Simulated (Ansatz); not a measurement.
All numbers below come from DFT PBE, scalar-relativistic, plane waves, PAW (Ansatz). All cells share a 420 eV cutoff and Γ-centred k meshes spaced at most about 0.3 Å⁻¹ (about 0.25 or finer for metals, 2π included). No spin polarisation.

Temperature and zero-point effects are left out.

Two relaxed structures of CdSe4:

A.

```yaml
crystal:
  lattice:
    - [-2.74529, 2.74529, 4.69449]
    - [2.74529, -2.74529, 4.69449]
    - [2.74529, 2.74529, -4.69449]
  atoms:
    - { symbol: Cd, position: [0.00000, 0.00000, 0.00000] }
    - { symbol: Se, position: [0.37676, 0.37676, 0.00000] }
    - { symbol: Se, position: [0.62324, 0.62324, 0.00000] }
    - { symbol: Se, position: [0.50000, 0.00000, 0.50000] }
    - { symbol: Se, position: [0.00000, 0.50000, 0.50000] }
```

B.

```yaml
crystal:
  lattice:
    - [5.06426, 0.00000, 0.00000]
    - [0.00000, 5.06426, 0.00000]
    - [0.00000, 0.00000, 5.06426]
  atoms:
    - { symbol: Cd, position: [0.00000, 0.00000, 0.00000] }
    - { symbol: Se, position: [0.30577, 0.30577, 0.30577] }
    - { symbol: Se, position: [0.69423, 0.69423, 0.30577] }
    - { symbol: Se, position: [0.30577, 0.69423, 0.69423] }
    - { symbol: Se, position: [0.69423, 0.30577, 0.69423] }
```

Problem. Which is lower in energy, and by how much?

Solution. A is lower, by 273 meV/atom. A has space group I4/mmm (No. 139), 28.3 Å³/atom and no gap on its mesh; B has space group P-43m (No. 215), 26.0 Å³/atom and no gap. A holds Se–Se pairs (shortest 2.31 Å); in B the shortest Se–Se distance is 2.78 Å, near bonding range too. Even the lower one lies +0.23 eV/atom against the reference forms of the elements (uncorrected), so neither is stable at this level. In A, Cd has 4 Se at 2.75 Å; Se on a site of symmetry 4mm is surrounded by 1 Se at 2.31 Å and 4 Se at 2.98 Å; Se on a site of symmetry mmm is surrounded by 2 Cd at 2.75 Å and 4 Se at 2.98 Å. In B, Cd is surrounded by 4 Se at 2.68 Å; Se is surrounded by 1 Cd at 2.68 Å and 3 Se at 2.78 Å. Both come from invented guesses. The lowest form computed isn't among them: it has space group I4/m (No. 87), 30.3 Å³/atom and lies 236 meV/atom below the best shown.

Weakly bound directions are ill-defined at this level, which has no dispersion term (I4/mmm), and this can change margins and order among such cells. Cells relaxed within their symmetry can be saddle points. Some types were kept out of the candidates beforehand, so the set may lack a known form.
